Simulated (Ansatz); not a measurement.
**F: the crystal squeezed far**

The task here is to estimate one member of a computed series from the others.

Program: Ansatz 0.2.0. Level of theory: DFT PBE, with the methods named in each step. These are calculated values, not measurements.

**The starting structure**

The structure is cubic, space group Pm-3m (No. 221). The conventional cell has a = 2.412 Å, b = 2.412 Å, c = 2.412 Å, α = 90.00°, β = 90.00°, γ = 90.00°. F (site symmetry m-3m) is surrounded by 6 F at 2.41 Å.

As a file:

```xyz
1
Lattice="2.4124 0.0000 0.0000 0.0000 2.4124 0.0000 0.0000 0.0000 2.4124" Properties=species:S:1:pos:R:3 pbc="T T T"
F     0.0000    0.0000    0.0000
```

Whether this phase is the stable one at these pressures isn't tested.

Set-up of the first run:

input.yaml reads:

```yaml
crystal:
  lattice:
    - [2.4124354551, 0.0, 0.0]
    - [0.0, 2.4124354551, 0.0]
    - [0.0, 0.0, 2.4124354551]
  atoms:
    - { symbol: F, position: [0.0, 0.0, 0.0] }
kpoints:
  mp_grid: { grid: [17, 17, 17] }
scf:
  occupations: { method: fermi_dirac, width: 0.05 }
hamiltonian:
  xc: pbe
  pseudopotentials: { kind: paw }
output:
  forces: true
  stress: true
relax:
  f_tol: 0.005
  max_steps: 40
  cell: {}
```

Command:

```console
$ ansatz run input.yaml --threads 1 --pin off --max-ram 2048MiB --backend cpu --events-out ev --progress --plain --runs-dir out
```

Among the steps run: Cell relaxed at zero pressure, PAW; Volume scaled by 1, PAW; Volume scaled by 0.9, PAW; Volume scaled by 0.8, PAW; Volume scaled by 0.7, PAW; Volume scaled by 0.6, PAW; Volume scaled by 0.6, PAW (core large); Volume scaled by 0.5, PAW; Volume scaled by 0.4, PAW; Volume scaled by 0.4, PAW (source ansatz).

One of the session's tables, all rows but one given; the rest of the session is left out.

| method | volume over the first | volume (Å³/atom) | pressure (GPa) |
| --- | --- | --- | --- |
| PAW | 1 | 10.517 | -0.04 |
| PAW | 0.9 | ? | ? |
| PAW | 0.8 | 8.413 | 25.02 |
| PAW | 0.7 | 7.362 | 56.40 |
| PAW | 0.6 | 6.310 | 118.88 |
| PAW | 0.5 | 5.258 | 251.58 |
| PAW | 0.4 | 4.207 | 560.63 |
| PAW (core large) | 0.6 | 6.310 | 118.88 |
| PAW (source ansatz) | 0.4 | 4.207 | 559.43 |

Estimate the missing values for PAW, 0.9.

The run gave: volume (Å³/atom): 9.465; pressure (GPa): 8.58. In the column «volume (Å³/atom)» it lies between PAW, 0.8 (8.413) and PAW, 1 (10.517).

Limits of these values: At pressures up to 561 GPa the PAW spheres may overlap and frozen cores may not hold, so those PAW values are rough without an all-electron check.
